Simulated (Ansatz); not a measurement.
Cu:

```
Cu
1.0
     1.21846   -3.97638    0.00000
     1.21846    3.97638    0.00000
     0.00000    0.00000    2.47550
Cu
2
Direct
  0.86613 0.13387 0.75000
  0.13387 0.86613 0.25000
```

This isn't the form of Cu at room conditions, which is fcc.

```yaml
Program: Ansatz 0.2.0
Task: relaxation of cell and atoms
Functional: RPBE
Dispersion: D4
Potentials_or_basis: Ansatz PAW
Cutoff: "420 eV (not typed: the program's choice for these potentials)"
k_mesh: 11 × 11 × 11
Occupations: fermi-dirac, width 0.05 eV
Spin: no spin polarisation
```

At the start: volume 11.99 Å³/atom.

How do energy, volume and symmetry change on relaxing?

It ends after 5 steps and the volume is 11.78 Å³/atom (-1.8 %); space group Cmcm (No. 63, to 0.05 Å).

Step by step:
```
step  energy change (eV)  largest force (eV/Å)  volume (Å³)
   1              0.0000                0.1044        23.99
   2             -0.0033                0.0636        23.78
   3             -0.0049                0.0043        23.55
   4             -0.0049                0.0008        23.56
   5             -0.0044                0.0010        23.56
```

Final structure:
```
CELL_PARAMETERS angstrom
1.20925 -3.94363 0.00000
1.20925 3.94363 0.00000
0.00000 0.00000 2.47043
ATOMIC_POSITIONS crystal
Cu 0.86697 0.13303 0.75000
Cu 0.13303 0.86697 0.25000
```

Caveat: the plane-wave basis is chosen anew once the cell has moved, so the energies of steps on either side of that aren't comparable; pairwise dispersion overbinds metals, which lowers pressure and volume; the PAW data sets come from PBE, with cores solved anew for the run's functional, which leaves a small shift of forces and pressure.
